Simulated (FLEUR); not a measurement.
# HfB2 (P1) in FLEUR: convergence with Kmax

Aim: find how far Kmax must go before the results for HfB2 settle, at LDA. This setting moves, with any that are tied to it; all else stays.

All numbers are computed with FLEUR MaX-R8.1 (later development tree); they aren't measurements. Logs are shortened: lines on timing, memory, paths and dates and some standing lists are left out, and cuts for length are marked.

## (1) The cell of the first run

The typed cell holds 3 atoms: a = 3.140 Å, b = 3.140 Å, c = 3.480 Å, α = 90.00°, β = 90.00°, γ = 120.00°.

The cell isn't the ideal one: atoms moved at random.

## (2) With Kmax 2.6

Input file inp.xml:

```xml
<?xml version="1.0" encoding="UTF-8" standalone="no"?>
<fleurInput fleurInputVersion="0.39">
   <comment>
      HfB2                                                                                                
   </comment>
   <calculationSetup>
      <cutoffs Kmax="2.6" Gmax="16.5" GmaxXC="16.5" numbands="0"/>
      <scfLoop itmax="60" minDistance="0.00001" maxIterBroyd="15" imix="Anderson" alpha="0.05" precondParam="0.0" spinf="2.0" sdNocoIR="T"/>
      <coreElectrons ctail="T" frcor="F" kcrel="0" coretail_lmax="0"/>
      <xcFunctional name="vwn" relativisticCorrections="F"/>
      <magnetism jspins="1"/>
      <soc l_soc="F" theta="0.0" phi="0.0" spav="F"/>
      <expertModes spex="0" secvar="F"/>
      <geometryOptimization l_f="T" forcealpha="1.0" forcemix="BFGS" epsdisp="0.0005" epsforce="0.0002"/>
      <ldaU l_linMix="F" mixParam="0.05" spinf="1.0"/>
   </calculationSetup>
   <cell>
      <bzIntegration valenceElectrons="32.0" mode="hist" fermiSmearingEnergy="0.00183747">
         <kPointListSelection listName="default-1"/>
         <!-- k-points included here -->
         <xi:include xmlns:xi="http://www.w3.org/2001/XInclude" href="kpts.xml"> </xi:include>
      </bzIntegration>
      <!-- symmetry operations included here -->
      <xi:include xmlns:xi="http://www.w3.org/2001/XInclude" href="sym.xml"> </xi:include>
      <bulkLattice scale="1.0">
         <bravaisMatrix>
            <row-1>    5.9337400312439996     0.0000000000000000     0.0000000000000000</row-1>
            <row-2>   -2.9668700156219998     5.1387696065418380     0.0000000000000000</row-2>
            <row-3>    0.0000000000000000     0.0000000000000000     6.5762469136079993</row-3>
         </bravaisMatrix>
      </bulkLattice>
   </cell>
   <atomSpecies>
      <species name="Hafnium (Hf)" element="Hf" atomicNumber="72">
         <mtSphere radius="2.66" gridPoints="879" logIncrement="0.015"/>
         <atomicCutoffs lmax="10" lnonsphr="10"/>
         <electronConfig flipSpins="F">
            <coreConfig>(1s1/2) (2s1/2) (2p1/2) (2p3/2) (3s1/2) (3p1/2) (3p3/2) (4s1/2) (3d3/2) (3d5/2) (4p1/2) (4p3/2) (4d3/2) (4d5/2)</coreConfig>
            <valenceConfig>(5s1/2) (5p1/2) (5p3/2) (6s1/2) (4f5/2) (4f7/2) (5d3/2) (5d5/2)</valenceConfig>
            <stateOccupation state="(5d3/2)" spinUp="0.400000" spinDown="0.400000"/>
            <stateOccupation state="(5d5/2)" spinUp="0.600000" spinDown="0.600000"/>
         </electronConfig>
         <energyParameters s="6" p="6" d="5" f="4"/>
         <lo type="SCLO" l="0" n="5" eDeriv="0"/>
         <lo type="SCLO" l="1" n="5" eDeriv="0"/>
         <lo type="SCLO" l="2" n="5" eDeriv="2"/>
         <lo type="SCLO" l="3" n="4" eDeriv="2"/>
      </species>
      <species name="Boron (B)" element="B" atomicNumber="5">
         <mtSphere radius="1.52" gridPoints="507" logIncrement="0.02"/>
         <atomicCutoffs lmax="8" lnonsphr="8"/>
         <electronConfig flipSpins="F">
            <coreConfig>(1s1/2)</coreConfig>
            <valenceConfig>(2s1/2) (2p1/2) (2p3/2)</valenceConfig>
            <stateOccupation state="(2p1/2)" spinUp="0.166667" spinDown="0.166667"/>
            <stateOccupation state="(2p3/2)" spinUp="0.333333" spinDown="0.333333"/>
         </electronConfig>
         <energyParameters s="2" p="2" d="3" f="4"/>
         <lo type="SCLO" l="0" n="2" eDeriv="2"/>
         <lo type="SCLO" l="1" n="2" eDeriv="2"/>
         <lo type="SCLO" l="2" n="3" eDeriv="2"/>
      </species>
   </atomSpecies>
   <atomGroups>
      <atomGroup species="Hafnium (Hf)">
         <relPos label="                   1">.0040700000 -.0037840000 -.0029730000</relPos>
         <force calculate="T" relaxXYZ="TTT"/>
      </atomGroup>
      <atomGroup species="Boron (B)">
         <relPos label="                   2">-.3264760000 .3435500000 .4913070000</relPos>
         <force calculate="T" relaxXYZ="TTT"/>
      </atomGroup>
      <atomGroup species="Boron (B)">
         <relPos label="                   3">.3173900000 -.3248670000 .4845490000</relPos>
         <force calculate="T" relaxXYZ="TTT"/>
      </atomGroup>
   </atomGroups>
   <output dos="F" band="F" slice="F">
      <checks vchk="F" cdinf="F"/>
      <bandDOS minEnergy="-.5*Htr" maxEnergy="0.5*Htr" sigma="0.015" storeEVData="T"/>
      <vacuumDOS vacdos="F" integ="F" star="F" nstars="0" locx1="0.0" locy1="0.0" locx2="0.0" locy2="0.0" nstm="0" tworkf="0.0"/>
      <unfoldingBand unfoldBand="F" supercellX="1" supercellY="1" supercellZ="1"/>
      <plotting iplot="0" polar="F">
         <plot TwoD="T" vec1="  1.0  0.0  0.0" vec2="  0.0  1.0  0.0" vec3="  0.0  0.0  1.0" zero="  0.0  0.0  0.0" file="plot"/>
      </plotting>
      <chargeDensitySlicing numkpt="0" minEigenval="0.0" maxEigenval="0.0" nnne="0" pallst="F"/>
      <specialOutput eonly="F"/>
      <moessbauerParams electricFieldGradient="T" isomerShift="T" coreHyperfine="T" valenceHyperfine="T"/>
      <magneticCircularDichroism mcd="F" energyLo="-10.0" energyUp="0.0"/>
   </output>
  <!-- We include the file relax.xml here to enable relaxations (see documentation) -->
  <xi:include xmlns:xi="http://www.w3.org/2001/XInclude" href="relax.xml"> <xi:fallback/> </xi:include>
</fleurInput>
```

Input file crystal.txt:

```
HfB2
&input cartesian=F /
3.1400000000  0.0000000000  0.0000000000
-1.5700000000  2.7193197679  0.0000000000
0.0000000000  0.0000000000  3.4800000000
1.8897261246
1.0 1.0 1.0

3
72 0.0040700000  -0.0037840000  -0.0029730000
5 0.6735240000  0.3435500000  0.4913070000
5 0.3173900000  0.6751330000  0.4845490000

&kpt div1=4 div2=4 div3=4 gamma=T /
```

Potentials or basis: all-electron, FLAPW.

Launch:

```bash
inpgen -f crystal.txt -profile fastHighL
# inp.xml edited to the form shown
fleur_MPI
```

Run time: 3 min. Hardware: 1 thread of Arm Neoverse V1, shared host; peak memory 0.22 GiB.

What came out:

| Item | Value |
| --- | --- |
| Free energy | -411929.5863 eV |
| Largest force | 1.088 eV/Å |
| Band gap on the k mesh | 0.20 eV, indirect (least direct gap 0.53 eV) |
| Valence electrons inside the program's atomic spheres | Hf 24.46; B 1.31 (radii Hf 2.66, B 1.52 bohr) |

## (3) With Kmax 3

Edit inp.xml of step 2 so:

```diff
@@ -6,3 +6,3 @@
    <calculationSetup>
-      <cutoffs Kmax="2.6" Gmax="16.5" GmaxXC="16.5" numbands="0"/>
+      <cutoffs Kmax="3.0" Gmax="16.5" GmaxXC="16.5" numbands="0"/>
       <scfLoop itmax="60" minDistance="0.00001" maxIterBroyd="15" imix="Anderson" alpha="0.05" precondParam="0.0" spinf="2.0" sdNocoIR="T"/>
```

crystal.txt is that of step 2.

Potentials or basis: all-electron, FLAPW.

Launch:

```bash
inpgen -f crystal.txt -profile fastHighL
# inp.xml edited to the form shown
fleur_MPI
```

Run time: 3 min. Hardware: 1 thread of Arm Neoverse V1, shared host; peak memory 0.22 GiB.

Results:

* Free energy: -411931.1715 eV
* Largest force: 1.176 eV/Å
* Band gap on the k mesh: 0.16 eV, indirect (least direct gap 0.52 eV)
* Valence electrons inside the program's atomic spheres: Hf 24.50; B 1.36 (radii Hf 2.66, B 1.52 bohr)

## (4) With Kmax 3.4

Edit inp.xml of step 3 so:

```diff
@@ -6,3 +6,3 @@
    <calculationSetup>
-      <cutoffs Kmax="3.0" Gmax="16.5" GmaxXC="16.5" numbands="0"/>
+      <cutoffs Kmax="3.4" Gmax="16.5" GmaxXC="16.5" numbands="0"/>
       <scfLoop itmax="60" minDistance="0.00001" maxIterBroyd="15" imix="Anderson" alpha="0.05" precondParam="0.0" spinf="2.0" sdNocoIR="T"/>
```

crystal.txt is that of step 3.

Launch:

```bash
inpgen -f crystal.txt -profile fastHighL
# inp.xml edited to the form shown
fleur_MPI
```

Wall time 3.2 min (1 thread of Arm Neoverse V1, shared host); peak memory 0.22 GiB.

Results:

* Free energy: -411931.7002 eV
* Largest force: 1.232 eV/Å
* Band gap on the k mesh: 0.17 eV, indirect (least direct gap 0.53 eV)
* Valence electrons inside the program's atomic spheres: Hf 24.50; B 1.38 (radii Hf 2.66, B 1.52 bohr)

## (5) With Kmax 3.8

Edit inp.xml of step 4 so:

```diff
@@ -6,3 +6,3 @@
    <calculationSetup>
-      <cutoffs Kmax="3.4" Gmax="16.5" GmaxXC="16.5" numbands="0"/>
+      <cutoffs Kmax="3.8" Gmax="16.5" GmaxXC="16.5" numbands="0"/>
       <scfLoop itmax="60" minDistance="0.00001" maxIterBroyd="15" imix="Anderson" alpha="0.05" precondParam="0.0" spinf="2.0" sdNocoIR="T"/>
```

crystal.txt is that of step 4.

Launch:

```bash
inpgen -f crystal.txt -profile fastHighL
# inp.xml edited to the form shown
fleur_MPI
```

Wall time 3.4 min (1 thread of Arm Neoverse V1, shared host); peak memory 0.22 GiB.

Results:

```
Free energy                                           : -411931.8564 eV
Largest force                                         : 1.240 eV/Å
Band gap on the k mesh                                : 0.16 eV, indirect (least direct gap 0.53 eV)
Valence electrons inside the program's atomic spheres : Hf 24.50; B 1.39 (radii Hf 2.66, B 1.52 bohr)
```

## (6) With Kmax 4.2

Edit inp.xml of step 5 so:

```diff
@@ -6,3 +6,3 @@
    <calculationSetup>
-      <cutoffs Kmax="3.8" Gmax="16.5" GmaxXC="16.5" numbands="0"/>
+      <cutoffs Kmax="4.2" Gmax="16.5" GmaxXC="16.5" numbands="0"/>
       <scfLoop itmax="60" minDistance="0.00001" maxIterBroyd="15" imix="Anderson" alpha="0.05" precondParam="0.0" spinf="2.0" sdNocoIR="T"/>
```

crystal.txt is that of step 5.

Potentials or basis: all-electron, FLAPW.

Launch:

```bash
inpgen -f crystal.txt -profile fastHighL
# inp.xml edited to the form shown
fleur_MPI
```

Run time: 3.7 min. Hardware: 1 thread of Arm Neoverse V1, shared host; peak memory 0.22 GiB.

Results:

| Item | Value |
| --- | --- |
| Free energy | -411931.8990 eV |
| Largest force | 1.237 eV/Å |
| Band gap on the k mesh | 0.16 eV, indirect (least direct gap 0.53 eV) |
| Valence electrons inside the program's atomic spheres | Hf 24.50; B 1.39 (radii Hf 2.66, B 1.52 bohr) |

## (7) With Kmax 4.6

Edit inp.xml of step 6 so:

```diff
@@ -6,3 +6,3 @@
    <calculationSetup>
-      <cutoffs Kmax="4.2" Gmax="16.5" GmaxXC="16.5" numbands="0"/>
+      <cutoffs Kmax="4.6" Gmax="16.5" GmaxXC="16.5" numbands="0"/>
       <scfLoop itmax="60" minDistance="0.00001" maxIterBroyd="15" imix="Anderson" alpha="0.05" precondParam="0.0" spinf="2.0" sdNocoIR="T"/>
```

crystal.txt is that of step 6.

Launch:

```bash
inpgen -f crystal.txt -profile fastHighL
# inp.xml edited to the form shown
fleur_MPI
```

It took 4.3 min on 1 thread of Arm Neoverse V1, shared host; peak memory 0.22 GiB.

Results:

```yaml
Free_energy: -411931.9123 eV
Largest_force: 1.235 eV/Å
Band_gap_on_the_k_mesh: 0.16 eV, indirect (least direct gap 0.53 eV)
Valence_electrons_inside_the_program's_atomic_spheres: Hf 24.50; B 1.39 (radii Hf 2.66, B 1.52 bohr)
```

## (8) With Kmax 5

Edit inp.xml of step 7 so:

```diff
@@ -6,3 +6,3 @@
    <calculationSetup>
-      <cutoffs Kmax="4.6" Gmax="16.5" GmaxXC="16.5" numbands="0"/>
+      <cutoffs Kmax="5.0" Gmax="16.5" GmaxXC="16.5" numbands="0"/>
       <scfLoop itmax="60" minDistance="0.00001" maxIterBroyd="15" imix="Anderson" alpha="0.05" precondParam="0.0" spinf="2.0" sdNocoIR="T"/>
```

crystal.txt is that of step 7.

Launch:

```bash
inpgen -f crystal.txt -profile fastHighL
# inp.xml edited to the form shown
fleur_MPI
```

Run time: 5 min. Hardware: 1 thread of Arm Neoverse V1, shared host; peak memory 0.22 GiB.

Results:

```yaml
Free_energy: -411931.9166 eV
Largest_force: 1.236 eV/Å
Band_gap_on_the_k_mesh: 0.16 eV, indirect (least direct gap 0.53 eV)
Valence_electrons_inside_the_program's_atomic_spheres: Hf 24.50; B 1.39 (radii Hf 2.66, B 1.52 bohr)
```

(Continued in part 2 of 2.)
